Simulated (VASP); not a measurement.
A run of VASP 6.6.1:

File INCAR:

```
  ALGO = Fast
  EDIFF = 1E-7
  EDIFFG = -0.02
  ENCUT = 580
  GGA = PE
  IBRION = 2
  ISIF = 3
  ISMEAR = -1
  LASPH = True
  LCHARG = False
  LREAL = False
  LWAVE = False
  NELM = 60
  NSW = 60
  PREC = Accurate
  SIGMA = 0.05
```

Contents of KPOINTS:

```
k-points
0
Gamma
  10 10 5
```

File POSCAR:

```
Mg
1.0
    3.2093000000      0.0000000000      0.0000000000
   -1.6046500000      2.7793353284      0.0000000000
    0.0000000000      0.0000000000      5.2103000000
Mg
2
Direct
    0.6666666667      0.3333333333      0.7500000000
    0.3333333333      0.6666666667      0.2500000000
```

Potentials or basis: VASP PAW PBE potentials, release 54 (Mg).

Launch:

```bash
$ cat potpaw_PBE.54/Mg/POTCAR > POTCAR
$ mpirun -np 1 vasp_std > vasp.out
```

Hardware: 1 thread of AMD EPYC 7R43 64-Core Processor (Zen 3), on a shared host.

Question: How long does it take, and how much memory?

Answer: Run time: 59 s on 1 thread of AMD EPYC 7R43 64-Core Processor (Zen 3), with other jobs on the host, peak memory 0.15 GiB. Counts: scf iterations 31, k points 42, ion steps 6.
